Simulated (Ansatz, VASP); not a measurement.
**Two plane-wave programs on Sc**

The input INCAR:

```
ALGO = Normal
EDIFF = 1E-6
ENCUT = 520
GGA = CA
ISIF = 2
ISMEAR = 0
LASPH = T
LCHARG = T
LELF = T
LREAL = F
LVHAR = T
LWAVE = F
NBANDS = 18
NELM = 60
PREC = Accurate
SIGMA = 0.05
```

The input KPOINTS:

```
k-points
0
Gamma
  9 9 5
```

POSCAR

```
Sc
1.0
    3.2867912771      0.0000000000      0.0000000000
   -1.6433956386      2.8464447429      0.0000000000
    0.0000000000      0.0000000000      5.2379076584
Sc
2
Direct
    0.6666666667      0.3333333333      0.7500000000
    0.3333333333      0.6666666667      0.2500000000
```

input.yaml

```yaml
crystal:
  lattice:
    - [3.2867912771, 0.0, 0.0]
    - [-1.6433956386, 2.8464447429, 0.0]
    - [0.0, 0.0, 5.2379076584]
  atoms:
    - { symbol: Sc, position: [0.6666666667, 0.3333333333, 0.75] }
    - { symbol: Sc, position: [0.3333333333, 0.6666666667, 0.25] }
hamiltonian:
  xc: lda
  pseudopotentials: { kind: paw }
kpoints:
  mp_grid: { grid: [9, 9, 5] }
scf:
  occupations: { method: gaussian, width: 0.05 }
output:
  forces: true
  stress: true
  eigenvalues: true
  write_density: true
  write_potential: true
  elf: true
  volumetric_format: npy
```

Alike in both runs: task single point; functional LDA; k mesh 9 × 9 × 5; occupations gaussian, width 0.05 eV; no spin polarisation.

|  | VASP | Ansatz |
| --- | --- | --- |
| version | VASP 6.6.1 | Ansatz 0.2.0 |
| potentials or method | VASP PAW LDA potentials, release 64 (Sc_sv) | Ansatz PAW |
| plane-wave cutoff (eV) | 520 | 420 |
| valence electrons in the cell | 22 | 22 |

```csv
,VASP,Ansatz,Ansatz less VASP
gap on the k mesh at the Fermi level (eV),none,none,-
pressure (GPa),-4.4,-4.5,-0.04
largest component of the traceless stress (GPa),1.26,1.25,-0.007
```

A gap of «none» marks a metal or a gap that the smearing closes.

Caveats: the PAW data sets come from PBE, with cores solved anew for the run's functional, which leaves a small shift of forces and pressure (Ansatz).
